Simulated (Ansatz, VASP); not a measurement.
# One calculation of LiF, two programs

```
CELL_PARAMETERS angstrom
0.00000 1.98678 1.98678
1.98678 0.00000 1.98678
1.98678 1.98678 0.00000
ATOMIC_POSITIONS crystal
Li 0.00000 0.00000 0.00000
F 0.50000 0.50000 0.50000
```

Change from the starting cell: volume scaled by 0.96, PAW files.

Alike in both runs: task electric field gradients; functional LDA; k mesh 10 × 10 × 10; occupations fermi-dirac, width 0.03 eV; no spin polarisation.

|  | VASP | Ansatz |
| --- | --- | --- |
| version | VASP 6.6.1 | Ansatz 0.2.0 |
| potentials or method | VASP PAW LDA potentials, release 64 (Li_sv, F) | PAW with Ansatz's default frozen-core files, scalar-relativistic |
| plane-wave cutoff (eV) | 520 | 420 |
| valence electrons in the cell | 10 | 10 |

Ansatz gave:

| Property | Result |
| --- | --- |
| gap on the k mesh at the Fermi level (eV) | 9.22 |
| Vzz of the field gradient on the site that differs most (V/Å²) | 0.0 |

Q: Which values does VASP return?

A: gap on the k mesh at the Fermi level (eV): 9.21; Vzz of the field gradient on the site that differs most (V/Å²): 0.0.

 A k mesh can miss the band edges.
